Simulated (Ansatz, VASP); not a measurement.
One calculation of Ga, two programs

Contents of INCAR:

```
  ALGO = Normal
  EDIFF = 1E-7
  ENCUT = 520
  GGA = PE
  ISIF = 2
  ISMEAR = -1
  LASPH = T
  LCHARG = F
  LREAL = F
  LWAVE = F
  NBANDS = 20
  NELM = 60
  PREC = Accurate
  SIGMA = 0.05
```

The input KPOINTS:

```
k-points
0
Gamma
  10 8 7
```

Contents of POSCAR:

```
Ga
1.0
    2.7968227674      0.0000000000      0.0000000000
    0.0000000000      3.3033419319      0.0000000000
   -1.3523282526      0.0000000000      4.0166995966
Ga
2
Direct
    0.1345962700      0.7500000000      0.7701668300
    0.8654037300      0.2500000000      0.2298331700
```

input.yaml

```yaml
crystal:
  lattice:
    - [2.7968227674, 0.0, 0.0]
    - [0.0, 3.3033419319, 0.0]
    - [-1.3523282526, 0.0, 4.0166995966]
  atoms:
    - { symbol: Ga, position: [0.13459627, 0.75, 0.77016683] }
    - { symbol: Ga, position: [0.86540373, 0.25, 0.22983317] }
hamiltonian:
  xc: pbe
  pseudopotentials: { kind: paw }
kpoints:
  mp_grid: { grid: [10, 8, 7] }
scf:
  occupations: { method: fermi_dirac, width: 0.05 }
output:
  forces: true
  stress: true
  eigenvalues: true
```

Change from the starting cell: volume scaled by 1.02.

Alike in both runs: task single point; functional PBE; k mesh 10 × 8 × 7; occupations fermi-dirac, width 0.05 eV; no spin polarisation.

|  | VASP | Ansatz |
| --- | --- | --- |
| version | VASP 6.6.1 | Ansatz 0.2.0 |
| potentials or method | VASP PAW PBE potentials, release 64 (Ga_d) | Ansatz PAW |
| plane-wave cutoff (eV) | 520 | 420 |
| valence electrons in the cell | 26 | 26 |

|  | VASP | Ansatz | Ansatz less VASP |
| --- | --- | --- | --- |
| gap on the k mesh at the Fermi level (eV) | none | none | - |
| pressure (GPa) | 2.0 | 1.9 | -0.12 |
| largest component of the traceless stress (GPa) | 1.27 | 1.25 | -0.023 |
| rms of the force components (eV/Å) | 0.045 | 0.045 | -0.0004 |

Atom by atom the forces differ by 0.000 eV/Å (rms over components). A gap of «none» marks a metal or a gap that the smearing closes.
